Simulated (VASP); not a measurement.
A run of VASP 6.6.1 is set up as follows.

The input POSCAR:

```
PbSe
1.0
    0.0000000000      3.0606500000      3.0606500000
    3.0606500000      0.0000000000      3.0606500000
    3.0606500000      3.0606500000      0.0000000000
Pb Se
1 1
Direct
    0.0000000000      0.0000000000      0.0000000000
    0.5000000000      0.5000000000      0.5000000000
```

File INCAR.step1:

```
SYSTEM = PbSe
PREC = Accurate
ENCUT = 520
EDIFF = 1E-7
ISMEAR = -1
SIGMA = 0.05
LREAL = .FALSE.
LASPH = .TRUE.
NELM = 80
ALGO = Fast
ISIF = 2
LWAVE = .FALSE.
LCHARG = .TRUE.
GGA = CA
```

KPOINTS.step1

```
regular mesh
0
G
  8 8 8
  0 0 0
```

File INCAR.step2:

```
SYSTEM = PbSe
PREC = Accurate
ENCUT = 520
EDIFF = 1E-7
ISMEAR = 0
SIGMA = 0.05
LREAL = .FALSE.
LASPH = .TRUE.
NELM = 80
ALGO = Fast
ISIF = 2
LWAVE = .FALSE.
LCHARG = .FALSE.
GGA = CA
ICHARG = 11
```

File KPOINTS.step2:

```
path GXWKGLUWLK,UX
15
line-mode
reciprocal
 0.0000000000  0.0000000000  0.0000000000  G
 0.5000000000  0.0000000000  0.5000000000  X

 0.5000000000  0.0000000000  0.5000000000  X
 0.5000000000  0.2500000000  0.7500000000  W

 0.5000000000  0.2500000000  0.7500000000  W
 0.3750000000  0.3750000000  0.7500000000  K

 0.3750000000  0.3750000000  0.7500000000  K
 0.0000000000  0.0000000000  0.0000000000  G

 0.0000000000  0.0000000000  0.0000000000  G
 0.5000000000  0.5000000000  0.5000000000  L

 0.5000000000  0.5000000000  0.5000000000  L
 0.6250000000  0.2500000000  0.6250000000  U

 0.6250000000  0.2500000000  0.6250000000  U
 0.5000000000  0.2500000000  0.7500000000  W

 0.5000000000  0.2500000000  0.7500000000  W
 0.5000000000  0.5000000000  0.5000000000  L

 0.5000000000  0.5000000000  0.5000000000  L
 0.3750000000  0.3750000000  0.7500000000  K

 0.6250000000  0.2500000000  0.6250000000  U
 0.5000000000  0.0000000000  0.5000000000  X
```

Potentials or basis: VASP PAW LDA potentials, release 64 (Pb_d, Se).

Run with:

```bash
$ cat potpaw_LDA.64/Pb_d/POTCAR potpaw_LDA.64/Se/POTCAR > POTCAR
$ cp INCAR.step1 INCAR
$ cp KPOINTS.step1 KPOINTS
$ mpirun -np 1 vasp_std > vasp.out
$ cp INCAR.step2 INCAR
$ cp KPOINTS.step2 KPOINTS
$ mpirun -np 1 vasp_std > vasp.out
```

Problem. What does it give for the band gap on the k mesh?

Solution. 0.16 eV, direct.

Problem. Estimate the band gap along the path.

Solution. 0.16 eV, direct.

Levels at the corners of the path, in eV from the valence-band top:
| point | band 7 | band 8 | band 9 | band 10 | band 11 | band 12 | band 13 | band 14 |
| --- | --- | --- | --- | --- | --- | --- | --- | --- |
| Γ | -6.38 | -1.87 | -1.87 | -1.87 | 4.60 | 4.60 | 4.60 | 6.48 |
| X | -7.45 | -5.02 | -3.25 | -3.25 | 3.61 | 5.51 | 5.51 | 5.94 |
| X | -7.45 | -5.02 | -3.25 | -3.25 | 3.61 | 5.51 | 5.51 | 5.94 |
| W | -8.08 | -4.26 | -4.26 | -0.78 | 1.78 | 4.87 | 4.87 | 7.64 |
| W | -8.08 | -4.26 | -4.26 | -0.78 | 1.78 | 4.87 | 4.87 | 7.64 |
| K | -8.10 | -4.61 | -2.73 | -2.42 | 3.31 | 3.93 | 5.35 | 5.74 |
| K | -8.10 | -4.61 | -2.73 | -2.42 | 3.31 | 3.93 | 5.35 | 5.74 |
| Γ | -6.38 | -1.87 | -1.87 | -1.87 | 4.60 | 4.60 | 4.60 | 6.48 |
| Γ | -6.38 | -1.87 | -1.87 | -1.87 | 4.60 | 4.60 | 4.60 | 6.48 |
| L | -8.86 | -1.45 | -1.45 | 0.00 | 0.16 | 1.61 | 1.61 | 8.41 |
| L | -8.86 | -1.45 | -1.45 | 0.00 | 0.16 | 1.61 | 1.61 | 8.41 |
| U | -8.10 | -4.61 | -2.73 | -2.42 | 3.31 | 3.93 | 5.35 | 5.74 |
| U | -8.10 | -4.61 | -2.73 | -2.42 | 3.31 | 3.93 | 5.35 | 5.74 |
| W | -8.08 | -4.26 | -4.26 | -0.78 | 1.78 | 4.87 | 4.87 | 7.64 |
| W | -8.08 | -4.26 | -4.26 | -0.78 | 1.78 | 4.87 | 4.87 | 7.64 |
| L | -8.86 | -1.45 | -1.45 | 0.00 | 0.16 | 1.61 | 1.61 | 8.41 |
| L | -8.86 | -1.45 | -1.45 | 0.00 | 0.16 | 1.61 | 1.61 | 8.41 |
| K | -8.10 | -4.61 | -2.73 | -2.42 | 3.31 | 3.93 | 5.35 | 5.74 |
| U | -8.10 | -4.61 | -2.73 | -2.42 | 3.31 | 3.93 | 5.35 | 5.74 |
| X | -7.45 | -5.02 | -3.25 | -3.25 | 3.61 | 5.51 | 5.51 | 5.94 |

Caveat: the log is that of the step along the path at fixed density, whose energy, stress, charges and moments have no meaning; spin-orbit coupling is left out, which as a rule narrows the gap of such compounds by several tenths of an eV.

**Experimental background.**

From a printed reference work, monograph, for a bulk crystal of PbSe at 4.2 K: band gap 0.15 eV (direct).

Measured gap of PbSe: 0.15 eV (direct; 4.2 K; a printed reference work, monograph). This calculation gives 0.16 eV (+0.01 eV). 2 values of this kind are on record (0.15 to 0.28 eV); this one was drawn at random. Spin-orbit coupling on Pb, Se is left out. The value is that of LDA, without temperature or zero-point motion.
